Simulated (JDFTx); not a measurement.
# SiC (Moissanite) (P6_3mc) in JDFTx: settings compared

One crystal, SiC (Moissanite), is run at these levels: PBEsol, r2SCAN; tasks: single point.

Everything below comes from runs of JDFTx 1.7.0 (patched build). Logs are shortened: lines on timing, memory, paths and dates and some standing lists are left out, and cuts for length are marked. The log counts tension as positive stress, the text compression.

### 1 The crystal as given

Symmetry: P6_3mc, No. 186, hexagonal system. The conventional cell has a = 3.076 Å, b = 3.076 Å, c = 5.048 Å, α = 90.00°, β = 90.00°, γ = 120.00°. Around Si (site symmetry 3m) lie 4 C at 1.87 to 1.94 Å. Around C (site symmetry 3m) lie 4 Si at 1.87 to 1.94 Å.

### 2 Single point, PBEsol

The input, SiC.in:

```
lattice \
    3.0760000000    -1.5380000000     0.0000000000 \
    0.0000000000     2.6638941420     0.0000000000 \
    0.0000000000     0.0000000000     5.0480000000
latt-scale 1.889726124626 1.889726124626 1.889726124626
coords-type Lattice
ion Si     0.6666666667     0.3333333333     0.5000000000 1
ion Si     0.3333333333     0.6666666667     0.0000000000 1
ion C      0.6666666667     0.3333333333     0.8850000000 1
ion C      0.3333333333     0.6666666667     0.3850000000 1

ion-species pseudo/Si.upf
ion-species pseudo/C.upf
elec-cutoff 41 328
elec-ex-corr gga-PBEsol
kpoint-folding 10 10 5
elec-smearing Fermi 0.0018374661
elec-n-bands 14
electronic-SCF nIterations 100 energyDiffThreshold 1e-09
electronic-minimize nIterations 30 energyDiffThreshold 1e-7
converge-empty-states yes
forces-output-coords Cartesian

dump-name run.$VAR
dump End Ecomponents EigStats BandEigs Kpoints Forces Stress ElecDensity Dtot KEdensity
```

Potentials or basis: PseudoDojo-SR-PBEsol-0.4.1-standard.

On the command line:

```sh
> jdftx -c 1 -i SiC.in -o SiC.out
```

The log of the run:

```text
*************** JDFTx 1.7.0 (patched build) ***************

Input parsed successfully to the following command list (including defaults):
[... the input with its defaults ...]

---------- Setting up symmetries ----------

Found 24 point-group symmetries of the bravais lattice
Found 12 space-group symmetries with basis
Applied RMS atom displacement 3.35602e-10 bohrs to make symmetries exact.

---------- Initializing the Grid ----------
R =
[       5.8128      -2.9064            0  ]
[            0      5.03403            0  ]
[            0            0      9.53934  ]
unit cell volume = 279.138
G =
[    1.08092   0.624071         -0  ]
[          0    1.24814          0  ]
[          0         -0   0.658661  ]
Minimum fftbox size, Smin = [  48  48  80  ]
Chosen fftbox size, S = [  48  48  80  ]

---------- Initializing tighter grid for wavefunction operations ----------
R =
[       5.8128      -2.9064            0  ]
[            0      5.03403            0  ]
[            0            0      9.53934  ]
unit cell volume = 279.138
G =
[    1.08092   0.624071         -0  ]
[          0    1.24814          0  ]
[          0         -0   0.658661  ]
Minimum fftbox size, Smin = [  36  36  56  ]
Chosen fftbox size, S = [  36  36  56  ]

---------- Exchange Correlation functional ----------
Initalized PBEsol GGA exchange.
Initalized PBEsol GGA correlation.

---------- Setting up pseudopotentials ----------
Width of ionic core gaussian charges (only for fluid interactions / plotting) set to 0

Reading pseudopotential file 'pseudo/Si.upf':
  'Si' pseudopotential, 'PBESOL' functional
  Generated using ONCVPSP code by D. R. Hamann
  4 valence electrons, 2 orbitals, 6 projectors, 1001 radial grid points, with lMax = 2
    3S    l: 0   occupation:  2.0   eigenvalue: -0.395742
    3P    l: 1   occupation:  2.0   eigenvalue: -0.149099
  Core radius for overlap checks: 1.86 bohrs.

Reading pseudopotential file 'pseudo/C.upf':
  'C' pseudopotential, 'PBESOL' functional
  Generated using ONCVPSP code by D. R. Hamann
  4 valence electrons, 2 orbitals, 4 projectors, 1001 radial grid points, with lMax = 1
    2S    l: 0   occupation:  2.0   eigenvalue: -0.501565
    2P    l: 1   occupation:  2.0   eigenvalue: -0.192331
  Core radius for overlap checks: 1.21 bohrs.

Initialized 2 species with 4 total atoms.

Folded 1 k-points by 10x10x5 to 500 k-points.

---------- Setting up k-points, bands, fillings ----------
Adding inversion symmetry to k-mesh for non-inversion-symmetric unit cell.
Reduced to 42 k-points under symmetry.
Computing the number of bands and number of electrons
Calculating initial fillings.
nElectrons:  16.000000   nBands: 14   nStates: 42

----- Setting up reduced wavefunction bases (one per k-point) -----
average nbasis = 3499.894 , ideal nbasis = 3500.169

---------- Setting up ewald sum ----------
Optimum gaussian width for ewald sums = 2.069378 bohr.
Real space sum over 1089 unit cells with max indices [  5  5  4  ]
Reciprocal space sum over 2873 terms with max indices [  6  6  8  ]

---------- Allocating electronic variables ----------
Initializing wave functions:  linear combination of atomic orbitals
Si pseudo-atom occupations:   s ( 2 )  p ( 2 )
C pseudo-atom occupations:   s ( 2 )  p ( 2 )
	FillingsUpdate:  mu: +0.520880124  nElectrons: 16.000000
LCAOMinimize: Iter:   0  F: -19.0553100374088018  |grad|_K:  8.215e-03  alpha:  1.000e+00
	FillingsUpdate:  mu: +0.483151698  nElectrons: 16.000000
LCAOMinimize: Iter:   1  F: -19.2384072130668109  |grad|_K:  1.968e-04  alpha:  4.243e-01  linmin: -5.937e-01  cgtest:  8.830e-01
LCAOMinimize: Encountered beta<0, resetting CG.
[... 5 lines of inner loops ...]
LCAOMinimize: Iter:   4  F: -19.2385292496355369  |grad|_K:  2.706e-07  alpha:  7.689e-01  linmin:  7.271e-05  cgtest:  3.301e-03
	FillingsUpdate:  mu: +0.482809512  nElectrons: 16.000000
LCAOMinimize: Iter:   5  F: -19.2385292498453495  |grad|_K:  5.130e-08  alpha:  4.718e-01  linmin: -7.737e-04  cgtest:  1.582e-03
LCAOMinimize: Converged (|Delta F|<1.000000e-06 for 2 iters).

-------- Electronic minimization -----------
Will mix electronic density at each iteration.
	FillingsUpdate:  mu: +0.482809512  nElectrons: 16.000000
	FillingsUpdate:  mu: +0.403113038  nElectrons: 16.000000
SCF: Cycle:  0   F: -19.401379673903229   dF: -1.629e-01   |Residual|: 8.387e-02   |deigs|: 6.761e-02
	FillingsUpdate:  mu: +0.398798158  nElectrons: 16.000000
SCF: Cycle:  1   F: -19.405029342794307   dF: -3.650e-03   |Residual|: 4.541e-02   |deigs|: 4.823e-03
	FillingsUpdate:  mu: +0.398506966  nElectrons: 16.000000
SCF: Cycle:  2   F: -19.405363243081403   dF: -3.339e-04   |Residual|: 7.085e-03   |deigs|: 1.414e-03
	FillingsUpdate:  mu: +0.399426534  nElectrons: 16.000000
SCF: Cycle:  3   F: -19.405429115573309   dF: -6.587e-05   |Residual|: 4.860e-03   |deigs|: 9.426e-04
	FillingsUpdate:  mu: +0.399314961  nElectrons: 16.000000
SCF: Cycle:  4   F: -19.405440833072618   dF: -1.172e-05   |Residual|: 1.120e-03   |deigs|: 2.201e-04
	FillingsUpdate:  mu: +0.399318670  nElectrons: 16.000000
SCF: Cycle:  5   F: -19.405441680510624   dF: -8.474e-07   |Residual|: 8.803e-04   |deigs|: 1.045e-04
	FillingsUpdate:  mu: +0.399372817  nElectrons: 16.000000
SCF: Cycle:  6   F: -19.405442573167338   dF: -8.927e-07   |Residual|: 2.253e-04   |deigs|: 7.227e-05
	FillingsUpdate:  mu: +0.399384128  nElectrons: 16.000000
SCF: Cycle:  7   F: -19.405442698156953   dF: -1.250e-07   |Residual|: 5.339e-05   |deigs|: 4.360e-05
	FillingsUpdate:  mu: +0.399382945  nElectrons: 16.000000
SCF: Cycle:  8   F: -19.405442733213796   dF: -3.506e-08   |Residual|: 2.572e-05   |deigs|: 3.684e-05
	FillingsUpdate:  mu: +0.399384937  nElectrons: 16.000000
SCF: Cycle:  9   F: -19.405442749229213   dF: -1.602e-08   |Residual|: 1.104e-05   |deigs|: 3.985e-05
	FillingsUpdate:  mu: +0.399385245  nElectrons: 16.000000
SCF: Cycle: 10   F: -19.405442753828783   dF: -4.600e-09   |Residual|: 1.757e-05   |deigs|: 3.377e-05
	FillingsUpdate:  mu: +0.399385242  nElectrons: 16.000000
SCF: Cycle: 11   F: -19.405442756372800   dF: -2.544e-09   |Residual|: 4.322e-06   |deigs|: 3.520e-05
	FillingsUpdate:  mu: +0.399385247  nElectrons: 16.000000
SCF: Cycle: 12   F: -19.405442757032525   dF: -6.597e-10   |Residual|: 2.179e-06   |deigs|: 2.925e-05
	FillingsUpdate:  mu: +0.399385267  nElectrons: 16.000000
SCF: Cycle: 13   F: -19.405442757328316   dF: -2.958e-10   |Residual|: 1.234e-06   |deigs|: 5.891e-05
SCF: Converged (|Delta E|<1.000000e-09 for 2 iters).

Setting wave functions to eigenvectors of Hamiltonian
Converging empty states (this may take a while):
EmptyStates: None of the convergence criteria satisfied.
|deigs|: 3.650e-04

# Stress tensor in Cartesian coordinates [Eh/a0^3]:
[ -6.64981e-05            0            0  ]
[            0 -6.64981e-05            0  ]
[            0            0  0.000101961  ]

# Ionic positions in lattice coordinates:
ion Si   0.666666666666667   0.333333333333333   0.500000000000000 1
ion Si   0.333333333333333   0.666666666666667   0.000000000000000 1
ion C   0.666666666666667   0.333333333333333   0.885000000000000 1
ion C   0.333333333333333   0.666666666666667   0.385000000000000 1

# Forces in Cartesian coordinates:
force Si  -0.000000000000000  -0.000000000000000   0.014692870585757 1
force Si  -0.000000000000000  -0.000000000000000   0.014692870585757 1
force C   0.000000000000000   0.000000000000000  -0.014692159095186 1
force C  -0.000000000000000  -0.000000000000000  -0.014692159095186 1

# Energy components:
   Eewald =      -20.8945946025515923
       EH =        2.3315925144056266
     Eloc =       -6.7837563909914191
      Enl =        0.5961880275475770
      Exc =       -7.5115783456226684
 Exc_core =        1.1052565966001868
       KE =       11.7514494432840593
-------------------------------------
     Etot =      -19.4054427573282311
       TS =        0.0000000000000838
-------------------------------------
        F =      -19.4054427573283164

IonicMinimize: Iter:   0  F: -19.405442757328316  |grad|_K:  8.483e-03
IonicMinimize: None of the convergence criteria satisfied after 0 iterations.

#--- Lowdin population analysis ---
# oxidation-state Si +1.091 +1.091
# oxidation-state C -1.018 -1.018

Dumping 'run.eigStats' ...
	eMin: -0.221002 at state 0 ( [ +0.000000 +0.000000 +0.000000 ] spin 0 )
	HOMO: +0.357829 at state 0 ( [ +0.000000 +0.000000 +0.000000 ] spin 0 )
	mu  : +0.399385
	LUMO: +0.443497 at state 39 ( [ +0.300000 +0.300000 +0.000000 ] spin 0 )
	eMax: +0.753517 at state 17 ( [ +0.000000 +0.500000 +0.400000 ] spin 0 )
	HOMO-LUMO gap: +0.085668
	Optical gap  : +0.145670 at state 15 ( [ +0.000000 +0.500000 +0.000000 ] spin 0 )
WARNING: the last solve of the electrons (or of bands or displaced states from it) ended unconverged.
Done!
[note: mu as printed may lie anywhere between the filled and the empty levels]
```

Run time: 93 s. Hardware: 1 thread of Arm Neoverse V2, shared host; peak memory 0.2 GiB.

What came out:

```yaml
Free_energy: -528.0490 eV
Pressure: 0.3 GPa
Largest_force: 0.756 eV/Å
Band_gap_on_the_k_mesh: 2.33 eV, indirect (least direct gap 3.96 eV)
Loewdin_charges: Si +1.09; C -1.02 e
```

Forces in eV/Å, atoms in the order of the input:
```
Si   0.000  0.000  0.756
Si   0.000  0.000  0.756
C    0.000  0.000 -0.756
C    0.000  0.000 -0.756
```

Caveat: the empty levels aren't tightly converged; an odd mesh through Γ misses points on the zone boundary, where band edges often lie.

### 3 Single point, r2SCAN

The input, SiC.in:

```
lattice \
    5.8127975593    -2.9063987797     0.0000000000 \
    0.0000000000     5.0340303534     0.0000000000 \
    0.0000000000     0.0000000000     9.5393374771
coords-type Lattice
ion Si     0.6666666667     0.3333333333     0.5000000000 1
ion Si     0.3333333333     0.6666666667     0.0000000000 1
ion C      0.6666666667     0.3333333333     0.8850000000 1
ion C      0.3333333333     0.6666666667     0.3850000000 1

ion-species pseudo/Si.upf
ion-species pseudo/C.upf
elec-cutoff 40 320
elec-ex-corr mgga-x-r2scan mgga-c-r2scan
kpoint-folding 10 10 5
elec-smearing Fermi 0.0018374661
elec-n-bands 14
electronic-SCF nIterations 100 energyDiffThreshold 1e-09
electronic-minimize nIterations 30 energyDiffThreshold 1e-7
converge-empty-states yes
forces-output-coords Cartesian

dump-name run.$VAR
dump End Ecomponents EigStats BandEigs Kpoints Forces Stress ElecDensity KEdensity
```

Potentials or basis: SG15-PBE-1.2.

On the command line:

```sh
> jdftx -c 1 -i SiC.in -o SiC.out
```

Run time: 4 min. Hardware: 1 thread of Arm Neoverse V2, shared host; peak memory 0.16 GiB.

Results (log left out):

```yaml
Free_energy: -525.2975 eV
Pressure: 1.6 GPa
Largest_force: 0.784 eV/Å
Band_gap_on_the_k_mesh: 2.88 eV, indirect (least direct gap 4.55 eV)
```

Forces on the atoms (eV/Å):
```
Si   0.000  0.000  0.772
Si   0.000  0.000  0.772
C    0.000  0.000 -0.784
C    0.000  0.000 -0.784
```

Stress tensor (GPa, compression positive):
```
 2.92  0.00  0.00
 0.00  2.92  0.00
 0.00  0.00 -1.08
```

Levels at points of the mesh, in eV from the valence-band top:
```
           k point  band 4  band 5  band 6  band 7  band 8  band 9  band 10  band 11  band 12  band 13
(0.00, 0.00, 0.00)   -1.66   -1.66   -0.30   -0.30    0.00    5.00     6.37     6.99     6.99     8.05
(0.00, 0.50, 0.00)   -6.91   -5.67   -3.74   -3.35   -1.59    2.97     4.65     7.18     7.73    10.35
```

Caveat: meta-GGA forces are noisy on this grid; the potentials were made for another functional, which shifts forces and pressure; an odd mesh through Γ misses points on the zone boundary, where band edges often lie.

### 4 The reference run

An earlier run on the cell as given: functional PBEsol; potentials or basis PseudoDojo-SR-PBEsol-0.4.1-standard with smoothed tails; cutoff 1116 eV; density cutoff 8925 eV; k mesh 10 × 10 × 5; occupations fermi-dirac, width 0.05 eV; no spin polarisation.

* Pressure: 0.3 GPa
* Largest force: 0.756 eV/Å
* Band gap on the k mesh: 2.33 eV, indirect (least direct gap 3.96 eV)
* Loewdin charges: Si +1.09; C -1.02 e

### 5 Summary

| level | potentials or basis | cutoff (eV) | local potential set to -Z/r beyond | gap on the mesh (eV) | pressure (GPa) | largest force (eV/Å) |
| --- | --- | --- | --- | --- | --- | --- |
| PBEsol | PseudoDojo-SR-PBEsol-0.4.1-standard | 1116 | - | 2.33 | 0.3 | 0.76 |
| r2SCAN | SG15-PBE-1.2 | 1088 | - | 2.88 | 1.6 | 0.78 |
| PBEsol | PseudoDojo-SR-PBEsol-0.4.1-standard with smoothed tails | 1116 | 6 bohr | 2.33 | 0.3 | 0.76 |

Alike in all rows: task single point; no spin polarisation; cell as given; k mesh 10 × 10 × 5; smearing fermi-dirac 0.05 eV.

Caveats: an odd mesh through Γ misses points on the zone boundary, where band edges often lie; the empty levels aren't tightly converged (some runs); meta-GGA forces are noisy on this grid (some runs); the potentials were made for another functional, which shifts forces and pressure (some runs).

Total energies depend on the potentials used, so only differences within one code and one set of settings carry meaning.
